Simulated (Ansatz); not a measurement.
# Elastic constants of InP at 8 GPa (stress–strain coefficients): input and output

These are results of DFT PBE, scalar-relativistic, plane waves, PAW in Ansatz, not measurements.

Launched with:
```bash
ansatz run input.yaml --threads 1 --pin off --max-ram 3072MiB --backend cpu --events-out ev --progress --plain --runs-dir out
```

Input (bare energies are in eV):
```yaml
crystal:
  lattice:
    - [0.0, 2.8771249757, 2.8771249757]
    - [2.8771249757, 0.0, 2.8771249757]
    - [2.8771249757, 2.8771249757, 0.0]
  atoms:
    - { symbol: In, position: [0.0, 0.0, 0.0] }
    - { symbol: P, position: [0.75, 0.75, 0.75] }
basis:
  ecutwfc: 420
kpoints:
  mp_grid: { grid: [10, 10, 10] }
hamiltonian:
  xc: pbe
scf:
  occupations: { method: fixed }
output:
  forces: true
  stress: true
  eigenvalues: true
  polarization: {}
elastic:
  mode: relaxed_ion
  stencil: two_point
```

From the output:
```
--- Elastic constants: 2 strain directions × 2 members + reference (group order 24) ---
  dense FFT box of the reference and of every strained cell: 30×30×30
  strains applied: 11, 23; error gains: componentwise 1.00 (the most a stress slope's error grows in a printed constant), spectral 1.73 (1 for all six strains in a standard setting)
  C = ∂σ_k/∂η_j (tension-positive GPa; Voigt order 11 22 33 23 13 12):
       118.910     82.095     82.095      0.000      0.000      0.000
        82.095    118.910     82.095      0.000     -0.000     -0.000
        82.095     82.095    118.910      0.000     -0.000     -0.000
         0.000     -0.000     -0.000     42.252      0.000      0.000
        -0.000     -0.000      0.000     -0.000     42.252      0.000
         0.000     -0.000      0.000      0.000      0.000     42.252
  reference stress σ⁰ (GPa):     -7.988     -7.988     -7.988     -0.000      0.000     -0.000
  C* (energy form; C + prestress term) asymmetry max|C*_kj − C*_jk| = 1.421e-14 GPa — a small one proves nothing (zero by symmetry where the batch's group is 432, −43m or m−3m); a large one is finite-difference/SCF noise where every solve ...
  moduli (Voigt/Reuss/Hill, GPa): K = 94.37/94.37/94.37   G = 32.71/27.83/30.27   E = 82.04   ν = 0.355
  mechanically stable: yes (min eigenvalue of sym C = 36.82 GPa)
  e, the proper piezoelectric tensor (elastic.mode: relaxed_ion; C/m²; rows x y z; Voigt order 11 22 33 23 13 12):
      -0.00000   -0.00000   -0.00000   -0.20565    0.00000    0.00000
       0.00000    0.00000    0.00000   -0.00000   -0.20565   -0.00000
      -0.00000    0.00000    0.00000   -0.00000   -0.00000   -0.20565
  ±, each entry's uncertainty from the finite density of the strings (C/m²), an estimate: the size of the correction for it that the entry includes:
       0.00000    0.00000    0.00000    0.00560    0.00000    0.00000
       0.00000    0.00000    0.00000    0.00000    0.00560    0.00000
       0.00000    0.00000    0.00000    0.00000    0.00000    0.00560
  the group's symmetry takes up to 1.4e-8 C/m² out of the measured responses: error of the strings' finite density and of the mesh across them, as far as it breaks the symmetry (raise kpoints.mp_grid and any string_points); the largest step ...
  strain η (Voigt 11):  stress-route row diagonal C_11 = 118.91 GPa, energy-path curvature d²(F+E_count+ΔE)/dδ²/Ω₀ = 118.96 GPa
         δ    σ_11 (GPa) F (eV) n_scf n_hpsi n_pw
    -2.000e-3      -8.2266       -6353.8842685       8   30516    944   relax 0 steps, max|allowed force component| 8.33e-17 eV/Å
     2.000e-3      -7.7509       -6353.8937662       8   30018    949   relax 0 steps, max|allowed force component| 8.33e-17 eV/Å
  strain η (Voigt 23):  stress-route row diagonal C_44 = 42.25 GPa, energy-path curvature d²(F+E_count+ΔE)/dδ²/Ω₀ = 46.27 GPa
         δ    σ_23 (GPa) F (eV) n_scf n_hpsi n_pw
    -2.000e-3      -0.0845       -6353.8890616       2   25304    946   relax 3 steps, max|allowed force component| 2.80e-8 eV/Å
     2.000e-3       0.0845       -6353.8890616       2   25305    946   relax 3 steps, max|allowed force component| 2.51e-8 eV/Å
--- Formal polarisation (Berry phase): one branch of a lattice of values; only differences between neighbouring runs are physical ---
  axis mesh electronic ionic p = total spread (rad) least overlap resolved gap  δp at fixed H ≤   (phases in cycles; p mod 1; gap in eV; gap and δp judge the states as solved, not the mesh's step, its ...
  b1    10×10×10       -0.00000000     3.75000000     3.75000000      0.318028         0.8222        1.0145           6.3e-6
  b2    10×10×10       -0.00000000     3.75000000     3.75000000      0.318028         0.8222        1.0145           6.3e-6
  b3    10×10×10        0.00000000     3.75000000     3.75000000      0.318028         0.8222        1.0145           6.3e-6
  quantum along a1:   0.08542157 e/Å² =   136.860443 µC/cm²
  quantum along a2:   0.08542157 e/Å² =   136.860443 µC/cm²
  quantum along a3:   0.08542157 e/Å² =   136.860443 µC/cm²
  P = (  0.45301628,   0.45301628,   0.45301628) e/Å² = (  725.812106,   725.812106,   725.812106) µC/cm²  (mod the quanta)
```

Time: 110 s on 1 thread of Arm Neoverse V2 (shared host), peak memory 0.53 GiB.

At this pressure the crystal is close to a known change of phase.